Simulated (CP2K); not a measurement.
The system is Os.

```xyz
2
Lattice="2.7341 0.0000 0.0000 -1.3671 2.3678 0.0000 0.0000 0.0000 4.3197" Properties=species:S:1:pos:R:3 pbc="T T T"
Os    1.3671    0.7893    3.2398
Os    0.0000    1.5785    1.0799
```

Base run:

```yaml
Program: CP2K 2026.2
Functional: PBE
Potentials_or_basis: POTENTIAL_UZH Os GTH-PBE-q16; TZVP-MOLOPT-PBE-GTH basis
Density_cutoff: 6123 eV
k_mesh: 11 × 11 × 6
Occupations: fermi-dirac, width 0.0259 eV
Spin: no spin polarisation
```

Its results: band gap on the k mesh none (metal or under the smearing width); pressure 6.8 GPa.

Question: The run is repeated on the same cell with these changes: functional from PBE to PBEsol; occupations from fermi-dirac, width 0.0259 eV to fermi-dirac, width 0.1 eV. What comes out?

Answer: Band gap on the k mesh none (metal or under the smearing width); pressure -2.9 GPa.

Caveats: the basis of atomic orbitals isn't converged, which shifts pressures, moduli and gaps; the potentials were made for another functional, which shifts forces and pressure (some runs).

Not every run made on this cell is shown here.
